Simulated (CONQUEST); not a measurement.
# KTaO3 (Pm-3m) in CONQUEST: reference runs

How does KTaO3 come out in PBEsol? The cell is run as given and disturbed.

Program: CONQUEST 1.3. These are calculated values, not measurements. Logs are shortened: lines on timing, memory, paths and dates and some standing lists are left out, and cuts for length are marked.

## 1. The crystal as given

The structure is cubic, space group Pm-3m (No. 221). Conventional cell: a = 3.988 Å, b = 3.988 Å, c = 3.988 Å, α = 90.00°, β = 90.00°, γ = 90.00°. Ta (site symmetry m-3m) is surrounded by 6 O at 1.99 Å. K (site symmetry m-3m) is surrounded by 12 O at 2.82 Å. O (site symmetry 4/mmm) has 2 Ta at 1.99 Å as nearest neighbours.

## 2. Single point, PBEsol

The input, Conquest_input:

```
IO.Title KTaO3
IO.Coordinates coords.dat
IO.FractionalAtomicCoords T
IO.Iprint 2
IO.Iprint_init 1
General.NumberOfSpecies 3
General.PseudopotentialType hamann
AtomMove.TypeOfRun static
AtomMove.FullStress T
Grid.GridCutoff 150
DM.SolutionMethod diagon
Diag.MPMesh T
Diag.GammaCentred T
Diag.MPMeshX 7
Diag.MPMeshY 7
Diag.MPMeshZ 7
Diag.kT 0.00183747
minE.SCTolerance 1e-6
SC.MaxIters 100
IO.AtomChargeOutput T
IO.DumpChargeDensity T
IO.DumpESPot T
%block ChemicalSpeciesLabel
1 180.950 Ta
2 39.100 K
3 16.000 O
%endblock
```

The input, coords.dat:

```
    7.5367947028     0.0000000000     0.0000000000
    0.0000000000     7.5367947028     0.0000000000
    0.0000000000     0.0000000000     7.5367947028
5
  0.0000000000   0.0000000000   0.0000000000 1 T T T
  0.5000000000   0.5000000000   0.5000000000 2 T T T
  0.5000000000   0.0000000000   0.0000000000 3 T T T
  0.0000000000   0.5000000000   0.0000000000 3 T T T
  0.0000000000   0.0000000000   0.5000000000 3 T T T
```

Potentials or basis: PseudoDojo NC PBEsol, DZP, grid cutoff 150 Ha.

Run with:

```sh
> OMP_NUM_THREADS=1 Conquest
```

The program printed:

```text
Simulation cell dimensions:     7.5368 a0 x     7.5368 a0 x     7.5368 a0

      Atomic coordinates (a0)
         Atom         X         Y         Z  Species
            1    0.0000    0.0000    0.0000        1
            2    3.7684    3.7684    3.7684        2
            3    3.7684    0.0000    0.0000        3
            4    0.0000    3.7684    0.0000        3
            5    0.0000    0.0000    3.7684        3

         Monkhorst-Pack mesh:   7 x   7 x   7 gamma-centred
        This calculation includes non-local pseudopotentials,
         with a maximum core radius of     11.52907648

    Job title: KTaO3
    Job to be run: static calculation

[... 5 lines left out ...]
      Using Fermi-Dirac smearing

    Integration grid size:     48 x   48 x   48

    Integration grid spacing:  0.157 a0 x 0.157 a0 x 0.157 a0

    Number of species:  3
    --------------------------------------------------------
    |   #  mass (au)  Charge (e)  SF Rad (a0)  NSF  Label  |
    --------------------------------------------------------
    |   1    180.950      13.000        8.008   19  Ta     |
    |   2     39.100       9.000       11.776   14  K      |
    |   3     16.000       6.000        5.025   13  O      |
    --------------------------------------------------------
          SCF tolerance:                 0.00000100
          SCF iterations:               100

    LibXC version:  6. 2. 2
    Using the GGA functional Perdew, Burke & Ernzerhof SOL
    Using the GGA functional Perdew, Burke & Ernzerhof SOL

           radial cut-off to be used is taken to be max PAO cut-off radius for this species:    7.699912

           greatest ang. mom. for making density from PAOs:  2

           radial cut-off to be used is taken to be max PAO cut-off radius for this species:   11.529076

           greatest ang. mom. for making density from PAOs:  2

           radial cut-off to be used is taken to be max PAO cut-off radius for this species:    4.856058

           greatest ang. mom. for making density from PAOs:  2
    Minimum blocs/proc is     1728. Maximum blocs/proc is     1728
    set_atom_dens: In set_atomic_density, electrons :      40.000000000000
 matrix_size & matrix_size_padH =           72          72

    Screened ion int: energy:    -105.746972046057 Ha

    new_SC_potl: Starting.  Tolerance:  0.10000E-05

    PulayMixSC: Starting Pulay mixing, A_up =  0.500 A_dn =  0.500
    PulayMixSC: Spin non-polarised calculation.
          Harris-Foulkes Energy            :      -144.930513320391782 Ha
          (TS=0 as O(N) or entropic contribution is negligible)
          DFT Total Energy                 :      -144.354542669483322 Ha
          Total number of electrons        :        39.999999999999453
    PulayMixSC: Pulay iteration     1 residual:              0.87219E-02
          Harris-Foulkes Energy            :      -144.817411833943709 Ha
          GroundState Energy (E-(1/2)TS)   :      -144.817675806980247 Ha
          Free Energy (E-TS)               :      -144.817939780016786 Ha
          DFT Total Energy                 :      -144.452082495625717 Ha
          Total number of electrons        :        40.000014852528587
    PulayMixSC: Pulay iteration     2 residual:              0.78275E-02
          Harris-Foulkes Energy            :      -144.740075233173599 Ha
          (TS=0 as O(N) or entropic contribution is negligible)
          DFT Total Energy                 :      -144.733411432990323 Ha
          Total number of electrons        :        40.000016829265896
    PulayMixSC: Pulay iteration     3 residual:              0.11516E-02
          Harris-Foulkes Energy            :      -144.740441511997830 Ha
          (TS=0 as O(N) or entropic contribution is negligible)
          DFT Total Energy                 :      -144.729038873700915 Ha
          Total number of electrons        :        40.000022971862357
    PulayMixSC: Pulay iteration     4 residual:              0.12019E-02
          Harris-Foulkes Energy            :      -144.737508613817369 Ha
          (TS=0 as O(N) or entropic contribution is negligible)
          DFT Total Energy                 :      -144.737096810060365 Ha
          Total number of electrons        :        40.000024276440691
    PulayMixSC: Pulay iteration     5 residual:              0.19134E-03
          Harris-Foulkes Energy            :      -144.737376233023298 Ha
          (TS=0 as O(N) or entropic contribution is negligible)
          DFT Total Energy                 :      -144.737376018552851 Ha
          Total number of electrons        :        40.000024532685444
    PulayMixSC: Pulay iteration     6 residual:              0.74078E-05
          Harris-Foulkes Energy            :      -144.737376160946866 Ha
          (TS=0 as O(N) or entropic contribution is negligible)
          DFT Total Energy                 :      -144.737375956759678 Ha
          Total number of electrons        :        40.000024612593720
    PulayMixSC: Pulay iteration     7 residual:              0.48038E-05
          Harris-Foulkes Energy            :      -144.737376094229376 Ha
          (TS=0 as O(N) or entropic contribution is negligible)
          DFT Total Energy                 :      -144.737376093869841 Ha
          Total number of electrons        :        40.000024621993333
    PulayMixSC: Pulay iteration     8 residual:              0.49787E-06
    PulayMixSC: Reached SCF tolerance of  0.49787E-06 after      8 iterations
      | Number of electrons      =        40.000025
      |* band energy as 2Tr[K.H] =       -35.294986826600564 Ha
      |  screened ion-ion energy =      -105.746972046057266 Ha
      |  Ha correction           =        -0.309279621383046 Ha
      |  XC correction           =        -3.386129967146424 Ha
      |* Harris-Foulkes energy   =      -144.737376094229376 Ha
      |* DFT total energy        =      -144.737376093869841 Ha
      |  estimated accuracy      =        -0.000000000359535 Ha

    force: Forces on atoms (Ha/a0)
    force:  Atom   X              Y              Z
    force:     1   0.0000000000   0.0000000000  -0.0000000000
    force:     2   0.0000000000   0.0000000000  -0.0000000000
    force:     3  -0.0000000000   0.0000000000  -0.0000000000
    force:     4  -0.0000000000   0.0000000000  -0.0000000000
    force:     5   0.0000000000  -0.0000000000   0.0000000000

    force: Maximum force :        0.00000000(Ha/a0) on atom         1 in z direction
    force: Force Residual:        0.00000000 Ha/a0
    force: Total stress:         -1.58850351     0.00000000     0.00000000 GPa
                             0.00000000    -1.58850351     0.00000000
                             0.00000000     0.00000000    -1.58850351
    force: Average pressure:      1.58850351 GPa

    force: Finished force
    get_E_and_F: Change in energy during last step of electronic optimisation:  0.66717E-07

    BIBLIOGRAPHY: Please consider citing the following references in the conquest.bib file

    CONQUEST:         Bowler2002pt, Miyazaki2004, Nakata2020
    Basis:            Bowler2019
    DM:               Bowler:2006xr
    Pseudopotentials: Hamann2013, Bowler2019
    XC references from LibXC:
```

It took 8.8 min on 1 thread of Intel Xeon Platinum 8259CL at 2.50GHz (Skylake/Cascade Lake), shared host; peak memory 1.6 GiB.

What came out:

```yaml
Free_energy: -3938.5046 eV
Pressure: 1.6 GPa
Band_gap_on_the_k_mesh: 1.95 eV, indirect (least direct gap 2.49 eV)
Mulliken_charges: Ta +1.88; K +0.60; O -0.83 e
```

Caveat: Mulliken charges move with the basis; spin-orbit coupling is left out, which moves the levels of the heavy elements; an odd mesh through Γ misses points on the zone boundary, where band edges often lie; the basis of atomic orbitals isn't converged, which shifts pressures, moduli and gaps.

## 3. Single point, PBEsol (atoms moved at random, drawn with an rms of 0.05 Å)

Changes to Conquest_input since step 2:

```diff
@@ -20,4 +20,2 @@
 IO.AtomChargeOutput T
-IO.DumpChargeDensity T
-IO.DumpESPot T
 %block ChemicalSpeciesLabel
```

The input, coords.dat:

```
    7.5367947028     0.0000000000     0.0000000000
    0.0000000000     7.5367947028     0.0000000000
    0.0000000000     0.0000000000     7.5367947028
5
  0.9868270000   0.0063740000   0.0087940000 1 T T T
  0.5225520000   0.4977750000   0.4913270000 2 T T T
  0.4899110000   0.0010270000   0.0034950000 3 T T T
  0.0017690000   0.5042430000   0.9995270000 3 T T T
  0.9958720000   0.0073200000   0.5045920000 3 T T T
```

Potentials or basis: PseudoDojo NC PBEsol, DZP, grid cutoff 150 Ha.

Run with:

```sh
> OMP_NUM_THREADS=1 Conquest
```

It took 10 min on 1 thread of Intel Xeon Platinum 8259CL at 2.50GHz (Skylake/Cascade Lake), shared host; peak memory 1.6 GiB.

The run converged. Its results:

| Item | Value |
| --- | --- |
| Free energy | -3938.4513 eV |
| Pressure | 1.0 GPa |
| Largest force | 0.604 eV/Å |
| Band gap on the k mesh | 1.96 eV, indirect (least direct gap 2.50 eV) |
| Mulliken charges | Ta +1.87; K +0.60; O -0.82 e |

Forces on the atoms (eV/Å):
```
Ta   0.280 -0.108 -0.172
K   -0.533  0.132  0.250
O    0.464  0.027 -0.015
O   -0.155 -0.002  0.054
O   -0.059 -0.070 -0.162
```

Stress tensor (GPa, compression positive):
```
 0.77 -0.23 -0.26
-0.23  1.17  0.07
-0.26  0.07  1.14
```

Levels at points of the mesh, in eV from the valence-band top:
| k point | band 16 | band 17 | band 18 | band 19 | band 20 | band 21 | band 22 | band 23 | band 24 | band 25 |
| --- | --- | --- | --- | --- | --- | --- | --- | --- | --- | --- |
| (0.00, 0.00, 0.00) | -0.98 | -0.97 | -0.58 | -0.55 | -0.54 | 1.96 | 1.99 | 2.02 | 6.55 | 6.60 |

Caveat: Mulliken charges move with the basis; spin-orbit coupling is left out, which moves the levels of the heavy elements; an odd mesh through Γ misses points on the zone boundary, where band edges often lie; the basis of atomic orbitals isn't converged, which shifts pressures, moduli and gaps.
